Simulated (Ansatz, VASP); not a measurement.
# One calculation of PbO, two programs

```
O Pb
1.0
     0.00000    2.60815    2.60815
     2.60815    0.00000    2.60815
     2.60815    2.60815    0.00000
O Pb
1 1
Direct
  0.00000 0.00000 0.00000
  0.50000 0.50000 0.50000
```

Alike in both runs: functional r2SCAN; k mesh 12 × 12 × 12; occupations gaussian, width 0.02 eV; no spin polarisation.

Ansatz relaxed the structure, and its values are those at the end. VASP's run is a single point on that final structure, the one shown.

|  | VASP | Ansatz |
| --- | --- | --- |
| version | VASP 6.6.1 | Ansatz 0.2.0 |
| potentials or method | VASP PAW PBE potentials, release 64 (O, Pb_d) | scalar-relativistic, plane waves, PAW |
| plane-wave cutoff (eV) | 520 | 500 |
| valence electrons in the cell | 20 | 20 |

```tsv
	VASP	Ansatz	Ansatz less VASP
gap on the k mesh at the Fermi level (eV)	0.32	0.32	+0.003
least direct gap on the mesh (eV)	0.32	0.32	+0.003
pressure (GPa)	0.0	-0.1	-0.14
```

With one functional, cell and mesh, what is left measures potentials, basis and numerics.

Caveats: the PAW data sets were made with another functional, which shifts forces and pressure a little (VASP); spin-orbit coupling is left out, which as a rule narrows the gap of such compounds by several tenths of an eV.
